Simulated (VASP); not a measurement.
# Hf in VASP: further runs

The runs below take Hf through single point, with PBE.

All numbers are computed with VASP 6.6.1; they aren't measurements. Logs are shortened: lines on timing, memory, paths and dates and some standing lists are left out, and cuts for length are marked.

## 1. Starting point

The cell holds a slab with vacuum, 6 atoms: a = 3.197 Å, b = 3.197 Å, c = 24.645 Å, α = 90.00°, β = 90.00°, γ = 120.00°.

The slab is cut from a database's or a generator's crystal, which needn't be the stable form of the element.

## 2. Single point, PBE

INCAR

```
PREC     = Accurate       # precision mode
ENCUT    = 400            # plane-wave cutoff, eV
EDIFF    = 1E-5           # SCF threshold, eV
ISMEAR   = 1              # smearing method
SIGMA    = 0.1            # smearing width, eV
LREAL    = F              # projectors in reciprocal space
LASPH    = T              # aspherical terms in the spheres
NELM     = 120            # most SCF steps
ALGO     = Normal         # electronic algorithm
ISIF     = 2              # what is computed and relaxed
LWAVE    = F              # write WAVECAR
LCHARG   = F              # write CHGCAR
LDIPOL   = T            
IDIPOL   = 3            
DIPOL    = 0.5 0.5 0.500
GGA      = PE             # functional
NBANDS   = 44             # bands
LVHAR    = T            
LVACPOTAV= T
```

KPOINTS

```
regular mesh
0
Gamma
  12 12 1
```

POSCAR

```
Hf
1.0
    3.1966985242      0.0000000000      0.0000000000
   -1.5983492621      2.7684221302      0.0000000000
    0.0000000000      0.0000000000     24.6445000000
Hf
6
Direct
    0.6666666667      0.3333333334      0.2434620301
    0.3333333333      0.6666666666      0.3460772180
    0.6666666667      0.3333333334      0.4486924060
    0.3333333333      0.6666666666      0.5513075940
    0.6666666667      0.3333333334      0.6539227820
    0.3333333333      0.6666666666      0.7565379699
```

Potentials or basis: VASP PAW PBE potentials, release 64 (Hf_pv).

The run is started by

```bash
$ cat potpaw_PBE.64/Hf_pv/POTCAR > POTCAR
$ mpirun -np 1 vasp_std > vasp.out
```

OUTCAR:

```text
PREC = Accurate
   ENCUT = 400
   EDIFF = 1E-5
   ISMEAR = 1
   LREAL = F
   LASPH = T
   NELM = 120
   ISIF = 2
   GGA = PE

 Found     19 irreducible k-points:

 Following reciprocal coordinates:
            Coordinates               Weight
  0.000000  0.000000  0.000000      1.000000
  0.083333 -0.000000  0.000000      6.000000
  0.166667 -0.000000  0.000000      6.000000
  0.250000  0.000000  0.000000      6.000000
  0.333333  0.000000  0.000000      6.000000
  0.416667  0.000000  0.000000      6.000000
   k-points           NKPTS =     19   k-points in BZ     NKDIM =     19   number of bands    NBANDS=     44
   number of dos      NEDOS =    301   number of ions     NIONS =      6
   total plane-waves  NPLWV =  93312
   dimension x,y,z NGX =    24 NGY =   24 NGZ =  162
   dimension x,y,z NGXF=    48 NGYF=   48 NGZF=  324
   ions per type =               6
   NGX,Y,Z   is equivalent  to a cutoff of  12.48, 12.48, 10.93 a.u.
   NGXF,Y,Z  is equivalent  to a cutoff of  24.96, 24.96, 21.86 a.u.
 SYSTEM =  unknown system
   PREC   = accura    normal or accurate (medium, high low for compatibility)
   ISTART =      0    job   : 0-new  1-cont  2-samecut
   ICHARG =      2    charge: 1-file 2-atom 10-const
   ISPIN  =      1    spin polarized calculation?
   LNONCOLLINEAR =      F non collinear calculations
   LSORBIT =      F    spin-orbit coupling
   LASPH  =      T    aspherical Exc in radial PAW
   ENCUT  =  400.0 eV  29.40 Ry    5.42 a.u.   5.21  5.21 40.19*2*pi/ulx,y,z
   NELM   =    120;   NELMIN=  2; NELMDL= -5     # of ELM steps
   EDIFF  = 0.1E-04   stopping-criterion for ELM
   LREAL  =      F    real-space projection
   EDIFFG = 0.1E-03   stopping-criterion for IOM
   NSW    =      0    number of steps for IOM
   IBRION =     -1    ionic relax: 0-MD 1-quasi-New 2-CG
   NFREE  =      0    steps in history (QN), initial steepest desc. (CG)
   ISIF   =      2    stress and relaxation
   ISYM   =      2    0-nonsym 1-usesym 2-fastsym
   POTIM  = 0.5000    time-step for ionic-motion
   TEBEG  =    0.0;   TEEND  =   0.0 temperature during run
   PSTRESS=    0.0 pullay stress
   NELECT =      60.0000    total number of electrons
   NUPDOWN=      -1.0000    fix difference up-down
   EMIN   =  10.00;   EMAX   =-10.00  energy-range for DOS
   EFERMI =   0.00;   METHOD = LEGACY
   ISMEAR =     1;   SIGMA  =   0.10  broadening in eV -4-tet -1-fermi 0-gaus
   EFERMI_NEDOS =   21; number of points for ismear=-14 and -15
   IALGO  =     38    algorithm
   IMIX   =      4    mixing-type and parameters
     AMIX     =   0.40;   BMIX     =  1.00
     AMIX_MAG =   1.60;   BMIX_MAG =  1.00
  volume/ion in A,a.u.               =      36.35       245.30
  Fermi-wavevector in a.u.,A,eV,Ry     =   1.064733  2.012053 15.424322  1.133656
  Thomas-Fermi vector in A             =   2.200261
   LORBIT       =      0    0 simple, 1 ext, 2 COOP (PROOUT), +10 PAW based schemes
   GGA     = PE    functional components
   LHFCALC =     F    Hartree Fock is set to
   AEXX    =    0.0000 exact exchange contribution
   IVDW    =     0    specifies the selected vdW correction
   LEPSILON=     F    determine dielectric tensor
   LRPA    =     F    only Hartree local field effects (RPA)
 non-spin polarized calculation
 Methfessel and Paxton  Order N= 1 SIGMA  =   0.10
  energy-cutoff  :      400.00
  volume of cell :      218.10
 maximum number of plane-waves:      3993
 NGX is ok and might be reduce to    24
   NGX = 11   NGY = 11   NGZ = 81

 dipolmoment           0.000000      0.000000     -0.000000 electrons x Angstroem

 number of electron      60.0000015 magnetization

 dipolmoment           0.000000      0.000000      0.000000 electrons x Angstroem

 Free energy of the ion-electron system (eV)
  ---------------------------------------------------
  ext. energy  EPLUGINS =         0.00000000
  ---------------------------------------------------
  free energy    TOTEN  =       -57.49887103 eV

  energy without entropy =      -57.49658227  energy(sigma->0) =      -57.49810811

 E-fermi :   1.4583     XC(G=0):  -7.7781

 val. band max:        1.4561327371   @ k =   0.3333   0.0833   0.0000
 cond. band min:       1.4703469241   @ k =   0.3333   0.0833   0.0000
 fundamental gap:      0.0142141870
 Fermi energy:         1.4583284132

 k-point     1 :       0.0000    0.0000    0.0000
  band No.  band energies     occupation
      1     -29.6500      2.00000
      2     -29.6318      2.00000
      3     -29.4533      2.00000
      4     -29.1783      2.00000
      5     -29.0987      2.00000
      6     -29.0987      2.00000
[... 34 lines left out ...]
     41       3.0522     -0.00000
     42       3.3555     -0.00000

 k-point     2 :       0.0833   -0.0000    0.0000
  band No.  band energies     occupation
      1     -29.6384      2.00000
      2     -29.6231      2.00000
      3     -29.4457      2.00000
      4     -29.1909      2.00000
      5     -29.1397      2.00000
      6     -29.1278      2.00000
[... 34 lines left out ...]
     41       3.2092     -0.00000
     42       3.2203     -0.00000

 k-point     3 :       0.1667   -0.0000    0.0000
  band No.  band energies     occupation
      1     -29.6080      2.00000
      2     -29.5999      2.00000
      3     -29.4258      2.00000
      4     -29.2666      2.00000
      5     -29.2454      2.00000
      6     -29.1735      2.00000
[... 34 lines left out ...]
     41       3.4129     -0.00000
     42       3.5997      0.00000

 k-point     4 :       0.2500    0.0000    0.0000
  band No.  band energies     occupation
      1     -29.5719      2.00000
      2     -29.5711      2.00000
      3     -29.4202      2.00000
      4     -29.3980      2.00000
      5     -29.3623      2.00000
      6     -29.2364      2.00000
[... 34 lines left out ...]
     41       3.8549      0.00000
     42       4.0468      0.00000

 k-point     5 :       0.3333    0.0000    0.0000
  band No.  band energies     occupation
      1     -29.5594      2.00000
      2     -29.5572      2.00000
      3     -29.5222      2.00000
      4     -29.5199      2.00000
      5     -29.3711      2.00000
      6     -29.3332      2.00000
[... 34 lines left out ...]
     41       4.2788      0.00000
     42       4.5492      0.00000

 k-point     6 :       0.4167    0.0000    0.0000
  band No.  band energies     occupation
      1     -29.6334      2.00000
      2     -29.6320      2.00000
      3     -29.5425      2.00000
      4     -29.5362      2.00000
      5     -29.4177      2.00000
      6     -29.3912      2.00000
[... 34 lines left out ...]
     41       4.7461      0.00000
     42       4.7495      0.00000

 [... further k-points ...]

 [bands above 42 left out]

------------------------ aborting loop because EDIFF is reached ----------------------------------------

  FORCE on cell =-STRESS in cart. coord.  units (eV):
  Direction    XX          YY          ZZ          XY          YZ          ZX
  --------------------------------------------------------------------------------------
  -------------------------------------------------------------------------------------
  Total       -2.1843741     -2.1843741     -2.5493233     -0.0000000      0.0000000     -0.0000000
  in kB      -16.0466208    -16.0466208    -18.7275731     -0.0000000      0.0000000     -0.0000000
  external PRESSURE =     -16.9402716 kB  Pullay stress =       0.0000000 kB

 VOLUME and BASIS-vectors are now :
 -----------------------------------------------------------------------------
  energy-cutoff  :      400.00
  volume of cell :      218.10
      direct lattice vectors                 reciprocal lattice vectors
     3.196698524  0.000000000  0.000000000     0.312822743  0.180608295  0.000000000
    -1.598349262  2.768422130  0.000000000     0.000000000  0.361216589  0.000000000
     0.000000000  0.000000000 24.644500000     0.000000000  0.000000000  0.040577005

 POSITION                                       TOTAL-FORCE (eV/Angst)
 -----------------------------------------------------------------------------------
      1.59835      0.92281      6.00000        -0.000000      0.000000      0.633725
     -0.00000      1.84561      8.52890        -0.000000      0.000000     -0.767613
      1.59835      0.92281     11.05780         0.000000      0.000000      0.111957
     -0.00000      1.84561     13.58670        -0.000000     -0.000000     -0.111957
      1.59835      0.92281     16.11560         0.000000     -0.000000      0.767613
     -0.00000      1.84561     18.64450        -0.000000     -0.000000     -0.633725
 -----------------------------------------------------------------------------------
    total drift:                                0.000000      0.000000      0.000000

  FREE ENERGIE OF THE ION-ELECTRON SYSTEM (eV)
  ---------------------------------------------------
  free  energy   TOTEN  =       -57.4988710272 eV

  energy  without entropy=      -57.4965822650  energy(sigma->0) =      -57.49810811

 vacuum level on the upper side and lower side of the slab         5.817         5.817
```

stdout:

```text
POSCAR found type information on POSCAR Hf
 POSCAR found :  1 types and       6 ions
 scaLAPACK will be used
 LDA part: xc-table for (Slater+PW92), standard interpolation
 POSCAR, INCAR and KPOINTS ok, starting setup
 FFT: planning ... GRIDC
 FFT: planning ... GRID_SOFT
 FFT: planning ... GRID
 WAVECAR not read
 entering main loop
 -----------------------------------------------------------------------------
|                                                                             |
|           W    W    AA    RRRRR   N    N  II  N    N   GGGG   !!!           |
|           W    W   A  A   R    R  NN   N  II  NN   N  G    G  !!!           |
|           W    W  A    A  R    R  N N  N  II  N N  N  G       !!!           |
|           W WW W  AAAAAA  RRRRR   N  N N  II  N  N N  G  GGG   !            |
|           WW  WW  A    A  R   R   N   NN  II  N   NN  G    G                |
|           W    W  A    A  R    R  N    N  II  N    N   GGGG   !!!           |
|                                                                             |
|     Did not find any points to average over, which means that no vacuum     |
|     field-free region was found. Please increase the size of  your cell     |
|     in the dimension of the dipole correction to obtain accurate            |
|     workfunction values.                                                    |
|                                                                             |
 -----------------------------------------------------------------------------
```

Wall time 6.8 min (1 thread of Intel Xeon Platinum 8259CL at 2.50GHz (Skylake/Cascade Lake), shared host); peak memory 0.32 GiB.

These settings aren't checked as converged: the numbers below hold their error.

Results:

| Item | Value |
| --- | --- |
| Free energy | -57.4989 eV |
| Largest force | 0.768 eV/Å |
| Band gap on the k mesh | none (metal or under the smearing width) |
| Work function of the upper face | 4.36 eV |
| Work function of the lower face | 4.36 eV |

(Continued in part 2 of 2.)
